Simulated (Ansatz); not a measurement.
# Which way does GeS + CdSe ⇌ GeSe + CdS run?

Plane-wave DFT in Ansatz with scalar-relativistic PAW potentials, cutoff 420 eV, Γ-centred meshes chosen by cell and gap, Gaussian smearing with energies taken to zero width. Every cell was relaxed (cell and atoms) in a run of its own, within the symmetry of its start. Functional: PBE+D3(BJ).

Total energies hold large constants for each element; a whole number of eV per atom of each element is taken off below, which cancels in a balanced reaction.

| compound | lowest structure computed | structures tried | V (Å³/atom) | gap on mesh (eV) | E (eV per formula unit, common shift removed) |
| --- | --- | --- | --- | --- | --- |
| GeS | Pnma | 2 | 21.36 | 1.24 | -1.2340 |
| CdSe | F-43m | 2 | 28.53 | 0.58 | -2.4094 |
| GeSe | Pnma | 3 | 23.53 | 0.73 | -1.2273 |
| CdS | F-43m | 2 | 25.06 | 1.12 | -2.4222 |

**Question.** Work out the reaction energy at 0 K.

**Answer.** ΔE = E(GeSe) + E(CdS) − E(GeS) − E(CdSe) = -0.006 eV, or -0.6 kJ per mole of reaction (-1.5 meV/atom). That is within the noise of separate runs, so no side is favoured. All four are computed as solids; where they are solids at ordinary conditions entropy changes little. A lower structure that wasn't tried would shift the value, and mixed crystals may lie lower than either side. This functional puts CdSe lowest in F-43m, which isn't its usual phase at room temperature. This functional puts CdS lowest in F-43m, which isn't its usual phase at room temperature.

An atom lies near a switch of its D3 coefficient C6 between reference coordination numbers, so the dispersion energy changes steeply there and can make or shift the minimum.